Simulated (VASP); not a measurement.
# Mg (Im-3m) in VASP: notebook, part 2 of 3

VASP 6.6.1. The steps go on from the part before.

**4. Relaxation of cell and atoms, r2SCAN+D4**

The input, INCAR:

```
SYSTEM = Mg
PREC = Accurate
ENCUT = 600
EDIFF = 1E-7
ISMEAR = 0
SIGMA = 0.1
LREAL = .FALSE.
LASPH = .TRUE.
NELM = 100
ALGO = Normal
ISIF = 3
LWAVE = .FALSE.
LCHARG = .FALSE.
METAGGA = R2SCAN
LMIXTAU = .TRUE.
IVDW = 13
VDW_S6 = 1.0
VDW_S8 = 0.6018749
VDW_A1 = 0.51559235
VDW_A2 = 5.77342911
IBRION = 2
NSW = 60
EDIFFG = -0.005
```

The input, Mg.cif:

```cif
data_Mg
_cell_length_a 3.54552899
_cell_length_b 3.54552899
_cell_length_c 3.54552899
_cell_angle_alpha 90.00000000
_cell_angle_beta 90.00000000
_cell_angle_gamma 90.00000000
_space_group_name_H-M_alt 'Im-3m'
_space_group_name_Hall '-I 4 2 3'
_space_group_IT_number 229
loop_
_space_group_symop_operation_xyz
'x,y,z'
'-x,-y,-z'
'-y,x,z'
'y,-x,-z'
'-x,-y,z'
'x,y,-z'
'y,-x,z'
'-y,x,-z'
'x,-y,-z'
'-x,y,z'
'-y,-x,-z'
'y,x,z'
'-x,y,-z'
'x,-y,z'
'y,x,-z'
'-y,-x,z'
'z,x,y'
'-z,-x,-y'
'z,-y,x'
'-z,y,-x'
'z,-x,-y'
'-z,x,y'
'z,y,-x'
'-z,-y,x'
'-z,x,-y'
'z,-x,y'
'-z,-y,-x'
'z,y,x'
'-z,-x,y'
'z,x,-y'
'-z,y,x'
'z,-y,-x'
'y,z,x'
'-y,-z,-x'
'x,z,-y'
'-x,-z,y'
'-y,z,-x'
'y,-z,x'
'-x,z,y'
'x,-z,-y'
'-y,-z,x'
'y,z,-x'
'-x,-z,-y'
'x,z,y'
'y,-z,-x'
'-y,z,x'
'x,-z,y'
'-x,z,-y'
'x+1/2,y+1/2,z+1/2'
'-x+1/2,-y+1/2,-z+1/2'
'-y+1/2,x+1/2,z+1/2'
'y+1/2,-x+1/2,-z+1/2'
'-x+1/2,-y+1/2,z+1/2'
'x+1/2,y+1/2,-z+1/2'
'y+1/2,-x+1/2,z+1/2'
'-y+1/2,x+1/2,-z+1/2'
'x+1/2,-y+1/2,-z+1/2'
'-x+1/2,y+1/2,z+1/2'
'-y+1/2,-x+1/2,-z+1/2'
'y+1/2,x+1/2,z+1/2'
'-x+1/2,y+1/2,-z+1/2'
'x+1/2,-y+1/2,z+1/2'
'y+1/2,x+1/2,-z+1/2'
'-y+1/2,-x+1/2,z+1/2'
'z+1/2,x+1/2,y+1/2'
'-z+1/2,-x+1/2,-y+1/2'
'z+1/2,-y+1/2,x+1/2'
'-z+1/2,y+1/2,-x+1/2'
'z+1/2,-x+1/2,-y+1/2'
'-z+1/2,x+1/2,y+1/2'
'z+1/2,y+1/2,-x+1/2'
'-z+1/2,-y+1/2,x+1/2'
'-z+1/2,x+1/2,-y+1/2'
'z+1/2,-x+1/2,y+1/2'
'-z+1/2,-y+1/2,-x+1/2'
'z+1/2,y+1/2,x+1/2'
'-z+1/2,-x+1/2,y+1/2'
'z+1/2,x+1/2,-y+1/2'
'-z+1/2,y+1/2,x+1/2'
'z+1/2,-y+1/2,-x+1/2'
'y+1/2,z+1/2,x+1/2'
'-y+1/2,-z+1/2,-x+1/2'
'x+1/2,z+1/2,-y+1/2'
'-x+1/2,-z+1/2,y+1/2'
'-y+1/2,z+1/2,-x+1/2'
'y+1/2,-z+1/2,x+1/2'
'-x+1/2,z+1/2,y+1/2'
'x+1/2,-z+1/2,-y+1/2'
'-y+1/2,-z+1/2,x+1/2'
'y+1/2,z+1/2,-x+1/2'
'-x+1/2,-z+1/2,-y+1/2'
'x+1/2,z+1/2,y+1/2'
'y+1/2,-z+1/2,-x+1/2'
'-y+1/2,z+1/2,x+1/2'
'x+1/2,-z+1/2,y+1/2'
'-x+1/2,z+1/2,-y+1/2'
loop_
_atom_site_label
_atom_site_type_symbol
_atom_site_symmetry_multiplicity
_atom_site_Wyckoff_symbol
_atom_site_fract_x
_atom_site_fract_y
_atom_site_fract_z
_atom_site_occupancy
Mg1 Mg 2 a 0.0000000000 0.0000000000 0.0000000000 1
```

The input, KPOINTS:

```
Automatic mesh
0
G
  8 8 8
  0 0 0
```

The input, POSCAR:

```
Mg
 1.0000000000000000
     3.5455289900000002    0.0000000000000000    0.0000000000000000
     0.0000000000000000    3.5455289900000002    0.0000000000000000
     0.0000000000000000    0.0000000000000000    3.5455289900000002
 Mg 
   2
Cartesian
  0.0000000000000000  0.0000000000000000  0.0000000000000000
  1.7727644950000001  1.7727644950000001  1.7727644950000001
```

Potentials or basis: VASP PAW PBE potentials, release 64 (Mg).

Run with:

```bash
$ ase convert -i cif -o vasp Mg.cif POSCAR
$ cat potpaw_PBE.64/Mg/POTCAR > POTCAR
$ mpirun -np 1 vasp_std > vasp.out
```

OUTCAR:

```text
SYSTEM = Mg
   PREC = Accurate
   ENCUT = 600
   EDIFF = 1E-7
   ISMEAR = 0
   LREAL = .FALSE.
   LASPH = .TRUE.
   NELM = 100
   ISIF = 3
   METAGGA = R2SCAN
   IVDW = 13
   IBRION = 2
   NSW = 60
   EDIFFG = -0.005

 ion  position               nearest neighbor table
   1  0.000  0.000  0.000-   2 3.07   2 3.07   2 3.07   2 3.07   2 3.07   2 3.07   2 3.07   2 3.07

   2  0.500  0.500  0.500-   1 3.07   1 3.07   1 3.07   1 3.07   1 3.07   1 3.07   1 3.07   1 3.07

  LATTYP: Found a simple cubic cell.
 ALAT       =     3.5455289900

  Lattice vectors:

 A1 = (   3.5455289900,   0.0000000000,   0.0000000000)
 A2 = (   0.0000000000,   3.5455289900,   0.0000000000)
 A3 = (   0.0000000000,   0.0000000000,   3.5455289900)

Analysis of symmetry for initial positions (statically):
=====================================================================
 Subroutine PRICEL returns following result:

  LATTYP: Found a body centered cubic cell.
 ALAT       =     3.5455289900

  Lattice vectors:

 A1 = (   1.7727644950,   1.7727644950,  -1.7727644950)
 A2 = (  -1.7727644950,   1.7727644950,   1.7727644950)
 A3 = (   1.7727644950,  -1.7727644950,   1.7727644950)

   2 primitive cells build up your supercell.

 Routine SETGRP: Setting up the symmetry group for a
 simple cubic supercell.

 Subroutine GETGRP returns: Found 48 space group operations
 (whereof 48 operations were pure point group operations)
 out of a pool of 48 trial point group operations.

The static configuration has the point symmetry O_h .

Analysis of symmetry for dynamics (positions and initial velocities):
=====================================================================
 Subroutine PRICEL returns following result:

  LATTYP: Found a body centered cubic cell.
 ALAT       =     3.5455289900

  Lattice vectors:

 A1 = (   1.7727644950,   1.7727644950,  -1.7727644950)
 A2 = (  -1.7727644950,   1.7727644950,   1.7727644950)
 A3 = (   1.7727644950,  -1.7727644950,   1.7727644950)

   2 primitive cells build up your supercell.

 Routine SETGRP: Setting up the symmetry group for a
 simple cubic supercell.

 Subroutine GETGRP returns: Found 48 space group operations
 (whereof 48 operations were pure point group operations)
 out of a pool of 48 trial point group operations.

The dynamic configuration has the point symmetry O_h .

 Subroutine INISYM returns: Found 48 space group operations
 (whereof 48 operations are pure point group operations),
 and found     2 'primitive' translations

----------------------------------------------------------------------------------------

                                     Primitive cell

  volume of cell :      22.2850

  direct lattice vectors                    reciprocal lattice vectors
     1.772764495  1.772764495 -1.772764495     0.282045360  0.282045360  0.000000000
    -1.772764495  1.772764495  1.772764495    -0.000000000  0.282045360  0.282045360
     1.772764495 -1.772764495  1.772764495     0.282045360  0.000000000  0.282045360

  length of vectors
     3.070518175  3.070518175  3.070518175     0.398872373  0.398872373  0.398872373

  position of ions in fractional coordinates (direct lattice)
     0.000000000  0.000000000  0.000000000

  ion indices of the primitive-cell ions
   primitive index   ion index
                 1           1

----------------------------------------------------------------------------------------

 KPOINTS: Automatic mesh

Automatic generation of k-mesh.
 Grid dimensions read from file:
 generate k-points for:    8    8    8

 Generating k-lattice:

  Cartesian coordinates                     Fractional coordinates (reciprocal lattice)
     0.035255670  0.000000000  0.000000000     0.125000000  0.000000000  0.000000000
     0.000000000  0.035255670  0.000000000     0.000000000  0.125000000  0.000000000
     0.000000000  0.000000000  0.035255670     0.000000000  0.000000000  0.125000000

  Length of vectors
     0.035255670  0.035255670  0.035255670

  Shift w.r.t. Gamma in fractional coordinates (k-lattice)
     0.000000000  0.000000000  0.000000000

 Subroutine IBZKPT returns following result:
 ===========================================

 Found     35 irreducible k-points:

 Following reciprocal coordinates:
            Coordinates               Weight
  0.000000  0.000000  0.000000      1.000000
  0.125000  0.000000  0.000000      6.000000
  0.250000  0.000000  0.000000      6.000000
  0.375000  0.000000  0.000000      6.000000
  0.500000  0.000000  0.000000      3.000000
  0.125000  0.125000  0.000000     12.000000
[... 27 lines left out ...]
  0.500000  0.500000  0.375000      6.000000
  0.500000  0.500000  0.500000      1.000000
   k-points           NKPTS =     35   k-points in BZ     NKDIM =     35   number of bands    NBANDS=      6
   number of dos      NEDOS =    301   number of ions     NIONS =      2
   total plane-waves  NPLWV =  21952
   dimension x,y,z NGX =    28 NGY =   28 NGZ =   28
   dimension x,y,z NGXF=    56 NGYF=   56 NGZF=   56
   ions per type =               2
   NGX,Y,Z   is equivalent  to a cutoff of  13.13, 13.13, 13.13 a.u.
   NGXF,Y,Z  is equivalent  to a cutoff of  26.26, 26.26, 26.26 a.u.
 SYSTEM =  Mg
   PREC   = accura    normal or accurate (medium, high low for compatibility)
   ISTART =      0    job   : 0-new  1-cont  2-samecut
   ICHARG =      2    charge: 1-file 2-atom 10-const
   ISPIN  =      1    spin polarized calculation?
   LNONCOLLINEAR =      F non collinear calculations
   LSORBIT =      F    spin-orbit coupling
   LASPH  =      T    aspherical Exc in radial PAW
   ENCUT  =  600.0 eV  44.10 Ry    6.64 a.u.   7.08  7.08  7.08*2*pi/ulx,y,z
   NELM   =    100;   NELMIN=  2; NELMDL= -5     # of ELM steps
   EDIFF  = 0.1E-06   stopping-criterion for ELM
   LREAL  =      F    real-space projection
   EDIFFG = -.5E-02   stopping-criterion for IOM
   NSW    =     60    number of steps for IOM
   IBRION =      2    ionic relax: 0-MD 1-quasi-New 2-CG
   NFREE  =      1    steps in history (QN), initial steepest desc. (CG)
   ISIF   =      3    stress and relaxation
   ISYM   =      2    0-nonsym 1-usesym 2-fastsym
   POTIM  = 0.5000    time-step for ionic-motion
   TEBEG  =    0.0;   TEEND  =   0.0 temperature during run
   PSTRESS=    0.0 pullay stress
   NELECT =       4.0000    total number of electrons
   NUPDOWN=      -1.0000    fix difference up-down
   EMIN   =  10.00;   EMAX   =-10.00  energy-range for DOS
   EFERMI =   0.00;   METHOD = LEGACY
   ISMEAR =     0;   SIGMA  =   0.10  broadening in eV -4-tet -1-fermi 0-gaus
   EFERMI_NEDOS =   21; number of points for ismear=-14 and -15
   IALGO  =     38    algorithm
   IMIX   =      4    mixing-type and parameters
     AMIX     =   0.40;   BMIX     =  1.00
     AMIX_MAG =   1.60;   BMIX_MAG =  1.00
  volume/ion in A,a.u.               =      22.29       150.39
  Fermi-wavevector in a.u.,A,eV,Ry     =   0.732960  1.385094  7.309469  0.537231
  Thomas-Fermi vector in A             =   1.825552
   LORBIT       =      0    0 simple, 1 ext, 2 COOP (PROOUT), +10 PAW based schemes
   METAGGA = R2SCAN    functional components
   LHFCALC =     F    Hartree Fock is set to
   AEXX    =    0.0000 exact exchange contribution
   IVDW    =    13    specifies the selected vdW correction
   LEPSILON=     F    determine dielectric tensor
   LRPA    =     F    only Hartree local field effects (RPA)
 conjugate gradient relaxation of ions
 non-spin polarized calculation
 Gauss-broadening in eV      SIGMA  =   0.10
  energy-cutoff  :      600.00
  volume of cell :       44.57
 maximum number of plane-waves:      1504
   NGX = 15   NGY = 15   NGZ = 15

--------------------------------------- Ionic step        1  -------------------------------------------

 number of electron       4.0000000 magnetization

 Free energy of the ion-electron system (eV)
  ---------------------------------------------------
  ext. energy  EPLUGINS =         0.00000000
  ---------------------------------------------------
  free energy    TOTEN  =        -8.23925695 eV

  energy without entropy =       -8.23425479  energy(sigma->0) =       -8.23675587

------------------------ aborting loop because EDIFF is reached ----------------------------------------

  DFT-D4 for vdW energy calculation

  Edisp (eV):   -0.11790
[... 271 lines left out ...]
--------------------------------------- Ionic step        8  -------------------------------------------

 number of electron       4.0000000 magnetization

 Free energy of the ion-electron system (eV)
  ---------------------------------------------------
  ext. energy  EPLUGINS =         0.00000000
  ---------------------------------------------------
  free energy    TOTEN  =        -8.23916865 eV

  energy without entropy =       -8.23415164  energy(sigma->0) =       -8.23666015

 E-fermi :   2.7544     XC(G=0):  -9.1411

 val. band max:        2.7518214668   @ k =   0.5000   0.5000   0.3750
 cond. band min:       2.7588235723   @ k =   0.2500   0.2500   0.1250
 fundamental gap:      0.0070021054
 Fermi energy:         2.7543732720

 k-point     1 :       0.0000    0.0000    0.0000
  band No.  band energies     occupation
      1      -4.7113      2.00000
      2       6.9948      0.00000
      3       6.9948      0.00000
      4       7.0558      0.00000
      5       7.0558      0.00000
      6       7.0558      0.00000
[... 337 lines left out ...]
  FREE ENERGIE OF THE ION-ELECTRON SYSTEM (eV)
  ---------------------------------------------------
  free  energy   TOTEN  =        -8.3572306114 eV

  energy  without entropy=       -8.3522136003  energy(sigma->0) =       -8.35472211

 reached required accuracy - stopping structural energy minimisation
```

Wall time 71 s (1 thread of Intel Xeon 6975P-C (Granite Rapids), shared host); peak memory 0.16 GiB.

Results:

| Item | Value |
| --- | --- |
| Free energy | -8.3572 eV |
| Relaxed volume | 22.25 Å³/atom |
| Relaxed cell | a = 3.544 Å, b = 3.544 Å, c = 3.544 Å, α = 90.00°, β = 90.00°, γ = 90.00° |
| Space group after relaxing (to 0.05 Å) | Im-3m (No. 229) |
| Energy gained by relaxing | 0.0 meV/atom |
| Ionic steps | 8 |
| Pressure after relaxing | 0.0 GPa |
| Band gap on the k mesh | none (metal or under the smearing width) |
| Dispersion energy per atom | -0.059 eV |

Final structure:
```
Mg
1.0
     3.54367    0.00000    0.00000
     0.00000    3.54367    0.00000
     0.00000    0.00000    3.54367
Mg
2
Cartesian
  0.0000 0.0000 0.0000
  1.7718 1.7718 1.7718
```

Caveat: the PAW data sets were made with another functional, which shifts forces and pressure a little; pairwise dispersion overbinds metals, which lowers pressure and volume.

**5. Relaxation of cell and atoms, TPSS+D3(BJ) (volume scaled by 1.15)**

The input, INCAR:

```
PREC     = Accurate       # precision mode
ENCUT    = 680            # plane-wave cutoff, eV
EDIFF    = 1E-7           # SCF threshold, eV
ISMEAR   = 0              # smearing method
SIGMA    = 0.05           # smearing width, eV
LREAL    = False          # projectors in reciprocal space
LASPH    = True           # aspherical terms in the spheres
NELM     = 80             # most SCF steps
ALGO     = Normal         # electronic algorithm
ISIF     = 3              # what is computed and relaxed
LWAVE    = False          # write WAVECAR
LCHARG   = False          # write CHGCAR
METAGGA  = TPSS           # meta-GGA
LMIXTAU  = True         
IVDW     = 12             # dispersion correction
IBRION   = 2              # ionic algorithm
NSW      = 40             # ionic steps
EDIFFG   = -0.02          # ionic threshold
AMIX     = 0.2          
BMIX     = 1E-4         
AMIX_MAG = 0.8          
BMIX_MAG = 1E-4
```

The input, KPOINTS:

```
regular mesh
0
Gamma
  11 11 11
```

The input, POSCAR:

```
Mg
3.2169
   -0.577359210233      0.577359210233      0.577359210233
    0.577359210233     -0.577359210233      0.577359210233
    0.577359210233      0.577359210233     -0.577359210233
Mg
1
Direct
    0.0000000000      0.0000000000      0.0000000000
```

Potentials or basis: VASP PAW PBE potentials, release 64 (Mg_sv_GW).

Run with:

```bash
$ cat potpaw_PBE.64/Mg_sv_GW/POTCAR > POTCAR
$ mpirun -np 1 vasp_std > vasp.out
```

It took 2.7 min on 1 thread of Intel Xeon 6975P-C (Granite Rapids), shared host; peak memory 0.18 GiB.

The run converged. Its results:

```yaml
Free_energy: -19.9223 eV
Relaxed_volume: 21.01 Å³/atom
Relaxed_cell: a = 3.011 Å, b = 3.011 Å, c = 3.011 Å, α = 109.47°, β = 109.47°, γ = 109.47°
Space_group_after_relaxing_to_0.05_Å: Im-3m (No. 229)
Energy_gained_by_relaxing: 102.1 meV/atom
Ionic_steps: 5
Pressure_after_relaxing: 0.0 GPa
Band_gap_on_the_k_mesh: none (metal or under the smearing width)
Dispersion_energy_per_atom: -0.445 eV
```

The path:
```csv
step,energy change (eV),largest force (eV/Å),pressure (GPa),volume (Å³)
1,0.0000,0.0000,-6.07,25.63
2,-0.0937,0.0000,-1.91,22.19
3,-0.1011,0.0000,-0.81,21.40
4,-0.0933,0.0000,2.63,19.88
5,-0.1021,0.0000,-0.02,21.01
```

Final structure:
```
CELL_PARAMETERS angstrom
-1.73841 1.73841 1.73841
1.73841 -1.73841 1.73841
1.73841 1.73841 -1.73841
ATOMIC_POSITIONS crystal
Mg 0.00000 0.00000 0.00000
```

Levels at points of the mesh, in eV from the Fermi level:
| k point | band 2 | band 3 | band 4 | band 5 | band 6 | band 7 | band 8 | band 9 |
| --- | --- | --- | --- | --- | --- | --- | --- | --- |
| (0.00, 0.00, 0.00) | -43.13 | -43.13 | -43.13 | -7.38 | 13.62 | 13.62 | 13.62 | 15.69 |

Caveat: the PAW data sets were made with another functional, which shifts forces and pressure a little; pairwise dispersion overbinds metals, which lowers pressure and volume.

(Part 2 of 3 ends here.)
